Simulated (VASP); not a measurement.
Here is the system:

```
CELL_PARAMETERS angstrom
      0.00000     3.07000     3.07000
      3.07000     0.00000     3.07000
      3.07000     3.07000     0.00000
ATOMIC_POSITIONS crystal
  Al 0.00000 0.00000 0.00000
  Sb 0.25000 0.25000 0.25000
```

Computed with PBE GGA, VASP's PBE PAW potentials (set 64) (plane waves; VASP). Numerical set-up: 400 eV cut-off, 7×7×7 Γ-centred mesh, Gaussian smearing of 0.050 eV, potentials Al Sb.

**Question.** Give the stress tensor in GPa (positive for a compressed cell).

**Answer.** 
```
2.44  0.00  0.00
0.00  2.44  0.00
0.00  0.00  2.44
```
The pressure is its mean diagonal, 2.44 GPa.

The compound is AlSb in the zinc blende structure. The cell was not relaxed at this level.
